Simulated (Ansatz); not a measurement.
Given:

Relaxed CsPbI3 (cubic perovskite):

```yaml
crystal:
  lattice:
    - [6.33267, 0.00000, 0.00000]
    - [0.00000, 6.33267, 0.00000]
    - [0.00000, 0.00000, 6.33267]
  atoms:
    - { symbol: Cs, position: [0.00000, 0.00000, 0.00000] }
    - { symbol: Pb, position: [0.50000, 0.50000, 0.50000] }
    - { symbol: I, position: [0.00000, 0.50000, 0.50000] }
    - { symbol: I, position: [0.50000, 0.50000, 0.00000] }
    - { symbol: I, position: [0.50000, 0.00000, 0.50000] }
```

In each cell atom 4 (I, nearest neighbour Pb at 3.166 Å; its periodic images, 6.3 Å or more away, move with it) moves by s·(0.000, 0.000, -1.000) (towards the nearest neighbour), the rest being held.

Method: r2SCAN (plane waves to 500 eV, PAW, scalar-relativistic; Ansatz, a first-principles code). k mesh 4×4×4 (Γ-centred), Fermi-Dirac smearing 0.05 eV. E stands for the smeared free energy. On this mesh the relaxed cell isn't quite at rest: it carries a pressure of 0.1 GPa (compression positive) at the zero of the scan. CsPbI3 was relaxed with its symmetry unable to fall. Spin-orbit coupling is left out, though I and Pb are heavy. This is a high-temperature form of CsPbI3. The zero of ΔE is the undisplaced structure.

The scan covers s from -0.320 to 0.320 Å in 11 points.

Task: Is this a single well or a double well?

Result: A single well with its minimum at or next to zero displacement.

Task: Is the energy the same for equal positive and negative displacements?

Result: Even: the same for both signs. With its periodic images moving along, the atom's site symmetry in this cell is 4/mmm.

Task: What is the energy change at s = 0.320 Å?

Result: 129.5 meV/cell.

Task: What force acts on the atom along the line at s = -0.320 Å?

Result: 1.06 eV/Å.

Task: What is the force constant k = d²E/ds² of this move at s = 0?

Result: 1.72 eV/Å².

(A displaced cell: forces are minus the slopes of the energy, force constants its curvatures, and phonons follow from these.)
